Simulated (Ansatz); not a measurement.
The system is Li.

```
Li
1.0
     4.45444    0.00000    0.00000
     0.00000    4.45444    0.00000
     0.00000    0.00000    4.45444
Li
4
Cartesian
  2.7859 3.8957 0.5587
  0.5587 2.7859 3.8957
  1.6685 1.6685 1.6685
  3.8957 0.5587 2.7859
```

This isn't the form of Li at room conditions, which is bcc.

| Item | Value |
| --- | --- |
| Program | Ansatz 0.2.0 |
| Task | single point |
| Functional | PBE |
| Potentials or basis | Ansatz PAW |
| Cutoff | 420 eV (not typed: the program's choice for these potentials) |
| k mesh | 6 × 6 × 6 |
| Occupations | fermi-dirac, width 0.05 eV |
| Spin | no spin polarisation |

On this cell: pressure 0.1 GPa; largest force 0.005 eV/Å; band gap on the k mesh none (metal or under the smearing width).

The same run follows on a disturbed copy (atoms moved at random, drawn with an rms of 0.05 Å):

```xyz
4
Lattice="4.4544 0.0000 0.0000 0.0000 4.4544 0.0000 0.0000 0.0000 4.4544" Properties=species:S:1:pos:R:3 pbc="T T T"
Li    2.8149    3.9148    0.5932
Li    0.5771    2.7706    3.8930
Li    1.6765    1.7159    1.6949
Li    3.8953    0.5680    2.8054
```

Question: What does the disturbed cell give?

Answer: The energy (extrapolated to zero smearing) moves by +0.6 meV/atom; pressure 0.1 GPa; largest force 0.075 eV/Å; band gap on the k mesh none (metal or under the smearing width).

Forces on the atoms (eV/Å):
```
Li  -0.013 -0.001 -0.026
Li  -0.006  0.059  0.046
Li   0.014 -0.046 -0.032
Li   0.006 -0.012  0.012
```

Stress tensor (GPa, compression positive):
```
-0.22  0.10 -0.05
 0.10  0.06  0.12
-0.05  0.12  0.45
```
